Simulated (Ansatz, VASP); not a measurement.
**One calculation of BeTe, two programs**

```
Te Be
1.0
     0.00000    2.77000    2.77000
     2.77000    0.00000    2.77000
     2.77000    2.77000    0.00000
Te Be
1 1
Direct
  0.75375 0.75807 0.73213
  0.00497 0.98669 0.00194
```

Change from the starting cell: atoms moved at random, drawn with an rms of 0.05 Å.

Alike in both runs: task single point; functional PBE; k mesh 8 × 8 × 8; occupations fermi-dirac, width 0.05 eV; no spin polarisation.

```csv
,VASP,Ansatz
version,VASP 6.6.1,Ansatz 0.2.0
potentials or method,"VASP PAW PBE potentials, release 64 (Te, Be)",Ansatz PAW
plane-wave cutoff (eV),520,420
valence electrons in the cell,8,18
```

|  | VASP | Ansatz | Ansatz less VASP |
| --- | --- | --- | --- |
| gap on the k mesh at the Fermi level (eV) | 1.58 | 1.60 | +0.017 |
| least direct gap on the mesh (eV) | 3.16 | 3.18 | +0.021 |
| pressure (GPa) | 4.6 | 4.5 | -0.18 |
| largest component of the traceless stress (GPa) | 1.34 | 1.31 | -0.035 |
| rms of the force components (eV/Å) | 0.357 | 0.353 | -0.0043 |

Atom by atom the forces differ by 0.004 eV/Å (rms over components). The functional is the same, so the differences come from potentials, cutoffs and numerics. The two sets of potentials don't hold the same shells in valence.

Caveats: spin-orbit coupling is left out, which moves the levels of the heavy elements. A k mesh can miss the band edges.
